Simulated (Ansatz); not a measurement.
## What moves the field gradients of V₂O₅?

Cell of run 1: a structure deposited in the COD, atoms as given.

Space group Pmmn:1 (No. 59); a = 3.5710, b = 11.5440, c = 4.3830 Å.

| site | Wyckoff | site symmetry | x | y | z |
| --- | --- | --- | --- | --- | --- |
| V | 4e | m.. | 0.0000 | 0.3512 | 0.8914 |
| O5 | 4e | m.. | 0.0000 | 0.1809 | 0.0028 |
| O9 | 4e | m.. | 0.0000 | 0.3545 | 0.5303 |
| O13 | 2b | mm2 | 0.0000 | 0.5000 | 0.9992 |

One atom of each set is listed.

Relaxed positions (PBE, cell held):

V (0.0000, 0.3516, 0.8877)
O5 (0.0000, 0.1811, 0.0057)
O9 (0.0000, 0.3551, 0.5264)
O13 (0.0000, 0.5000, 0.9982)

All runs are DFT with Ansatz 0.2.0 (plane waves and PAW, scalar-relativistic unless spin–orbit coupling is named, Γ-centred meshes, Fermi–Dirac smearing where given) in this cell.

Run 1: PBE, atoms as given; 420 eV, 6×2×5 k-points, smearing 0.02 eV.
Run 2: PBE, atoms relaxed; 420 eV, 6×2×5 k-points, smearing 0.02 eV.
Run 3: r2SCAN, at the relaxed atoms; 500 eV, 6×2×5 k-points, smearing 0.02 eV.

```
run   O5 V_zz (η)   O9 V_zz (η)  O13 V_zz (η)
  1  -5.15 (0.69)  -1.19 (0.71)  -6.08 (0.01)
  2             ?             ?             ?
  3  -5.28 (0.74)  -0.83 (0.94)  -6.17 (0.10)
```

V_zz in 10²¹ V/m²; 3 of the 4 sets of like atoms are followed.

Q: Estimate the row of run 2.

A: O5: -5.12 (0.70); O9: -1.22 (0.67); O13: -5.98 (0.01). It lies nearest to run 1, from whose tensors on these sites it differs by 0.14 at most (largest principal value of the difference, on O5). Taken one at a time, the functional (r2SCAN with its higher cutoff) moves the tensors on these sites by up to 0.45 (largest principal value of the change, on O9), the positions of the atoms (as given or relaxed) by 0.14 (O5).

In run 3 the atoms aren't at the calculated equilibrium (largest force 0.60 eV/Å).
